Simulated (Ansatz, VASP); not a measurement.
# Si (a cell with a defect) in VASP and in Ansatz

```
CELL_PARAMETERS angstrom
0.00000 5.43000 5.43000
5.43000 0.00000 5.43000
5.43000 5.43000 0.00000
ATOMIC_POSITIONS crystal
Si 0.01451 0.96668 0.00490
Si 0.14117 0.12064 0.11787
Si 0.00954 0.00092 0.48881
Si 0.13052 0.10724 0.63214
Si 0.01451 0.51425 0.00484
Si 0.10215 0.60200 0.19415
Si 0.97431 0.47395 0.57790
Si 0.13051 0.63028 0.63208
Si 0.51300 0.01266 0.96201
Si 0.62083 0.12059 0.11803
Si 0.50116 0.00077 0.48892
Si 0.63776 0.13758 0.58726
Si 0.46680 0.51423 0.00508
Si 0.62085 0.64086 0.11800
Si 0.50116 0.50934 0.48892
Si 0.60755 0.63014 0.63236
Si 0.82703 0.32685 0.01953
```

Alike in both runs: functional PBE; k mesh 2 × 2 × 2; occupations gaussian, width 0.02 eV; no spin polarisation.

Ansatz relaxed the structure, and its values are those at the end. VASP's run is a single point on that final structure, the one shown.

```csv
,VASP,Ansatz
version,VASP 6.6.1,Ansatz 0.2.0
potentials or method,"VASP PAW PBE potentials, release 64 (Si)","scalar-relativistic, plane waves, PAW"
plane-wave cutoff (eV),520,420
valence electrons in the cell,68,68
```

```csv
,VASP,Ansatz,Ansatz less VASP
rms of the force components (eV/Å),0.012,0.012,-0.0006
```

The functional is the same, so the differences come from potentials, cutoffs and numerics.

Caveats: the k mesh is coarse (spacing up to 0.50 Å⁻¹), so the values aren't converged.
